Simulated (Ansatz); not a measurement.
BP under changes of volume

One of the cells (11.682 Å³/atom); the others are scaled copies at fixed shape and fractional positions:

```
CELL_PARAMETERS angstrom
0.00000 2.26900 2.26900
2.26900 0.00000 2.26900
2.26900 2.26900 0.00000
ATOMIC_POSITIONS crystal
P 0.75000 0.75000 0.75000
B 0.00000 0.00000 0.00000
```

* Program: Ansatz 0.2.0
* Functional: BLYP
* Dispersion: D4
* Potentials or basis: Ansatz PAW
* Cutoff: 420 eV (not typed: the program's choice for these potentials)
* k mesh: 10 × 10 × 10
* Occupations: fermi-dirac, width 0.05 eV
* Spin: no spin polarisation

```csv
volume (Å³/atom),energy over the lowest point (meV/atom),pressure (GPa),gap on the mesh (eV)
10.981,8.44,6.7,1.44
11.214,1.52,2.8,1.46
11.448,0.00,-0.7,1.49
11.682,3.33,-3.9,1.51
11.915,11.09,-6.7,1.54
12.149,?,?,?
12.383,38.12,-11.7,1.58
```

Question: What does the run at 12.149 Å³/atom give?

Answer: Energy over the lowest point 22.81 meV/atom; pressure -9.3 GPa; gap on the mesh 1.56 eV.

Worked out: A Birch-Murnaghan fit of order 3 (a polynomial in V^(-2/3)) to the other rows has its minimum at 11.40 Å³/atom with B0 = V·E''(V) = 167 GPa and B' = 4.1. It gives 22.81 meV/atom at 12.149 Å³/atom, against the run's 22.81, and -dE/dV = -9.3 GPa, against -9.3. A straight line through the other rows of the gap, of slope 1.19 eV per unit of ln V, gives 1.56 eV, against the run's 1.56.

Energies are extrapolated to zero smearing.

Caveats: the PAW data sets come from PBE, with cores solved anew for the run's functional, which leaves a small shift of forces and pressure.

A mesh can miss the band edges.
